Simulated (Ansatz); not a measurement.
This script makes an equation of state with a fit of RbBr, space group Fm-3m with the Python package of Ansatz (0.2.0).

`eos_rbbr.py`
```python
"""Bulk modulus of RbBr from an E(V) curve."""

import ansatz as az
import numpy as np

vectors0 = np.array([
    [0.0, 3.427, 3.427],
    [3.427, 0.0, 3.427],
    [3.427, 3.427, 0.0],
])
sites = [
    ("Rb", (0.0, 0.0, 0.0)),
    ("Br", (0.5, 0.5, 0.5)),
]


def on_lattice(cell):
    crystal = az.Crystal(lattice=az.Lattice.of(cell))
    for symbol, position in sites:
        crystal = crystal.atom(symbol, position)
    return crystal

# uniform scaling of the cell
volumes, energies, pressures = [], [], []
for scale in np.linspace(0.88, 1.12, 7):
    cell = vectors0 * scale ** (1 / 3)
    setup = (
        on_lattice(cell).calculation()
        .basis(21 * az.Ha)
        .occupations("fixed")  # whole-number filling, right only where there is a gap
        .functional("pbe")
        .kpoints(6, 6, 6)
        .stress()
    )
    r = setup.run(threads=1).report
    volumes.append(abs(np.linalg.det(cell)) / len(sites))
    energies.append(r["free_energy_ev"] / len(sites))
    pressures.append(np.trace(r["stress_gpa"]) / 3)
    print(f"V = {volumes[-1]:8.4f} A^3/atom  F = {energies[-1]:.5f} eV/atom  P = {pressures[-1]:8.3f} GPa")

# third-order Birch-Murnaghan: a cubic in V^(-2/3)
x = np.array(volumes) ** (-2 / 3)
poly = np.polynomial.Polynomial.fit(x, energies, 3).convert()
roots = poly.deriv().roots()
x0 = min((r.real for r in roots if abs(r.imag) < 1e-9 and poly.deriv(2)(r.real) > 0), key=lambda r: abs(r - x.mean()))
v0 = x0 ** -1.5
b0 = 4 / 9 * poly.deriv(2)(x0) * v0 ** (-7 / 3) * 160.21766
b1 = 4 + 2 / 3 * x0 * poly.deriv(3)(x0) / poly.deriv(2)(x0)
print(f"V0 = {v0:.4f} A^3/atom, B0 = {b0:.1f} GPa, dB/dP = {b1:.2f}")
```

Its results, one of them left out:

| V (Å³/atom) | F less the lowest row shown (meV/atom) |
| --- | --- |
| 35.418 | 76.91 |
| 37.028 | 44.27 |
| 38.638 | 22.20 |
| 40.248 | 8.54 |
| 41.858 | 1.59 |
| 43.468 | 0.00 |
| 45.078 | ? |

What is the missing energy at 45.078 Å³ an atom?

A third-order Birch-Murnaghan fit, E = E0 + (9 V0 B0 / 16) [(t - 1)³ B' + (t - 1)² (6 - 4t)] with t = (V0/V)^(2/3), through the 6 rows shown gives V0 = 43.203 Å³, B0 = 11.8 GPa, B' = 4.96 and E0 = -0.06 meV. At V = 45.078 Å³, t = 0.97208, and the fit extrapolates to 2.70 meV. The run gave 2.70 meV, a miss of 0.00 meV.

Reading the output:
- Of the deposited cell: the entry's cell lengths or inner coordinates differ somewhat from later room-temperature determinations.
- Pressure is positive in compression.
- The starting cell is as deposited in a crystallographic database; the results hold for this polymorph, which needn't be the stable one.
- Timing: 3 s on 1 thread of AMD EPYC 9R45 96-Core Processor (Zen 5), on a shared host, peak memory 0.43 GiB.
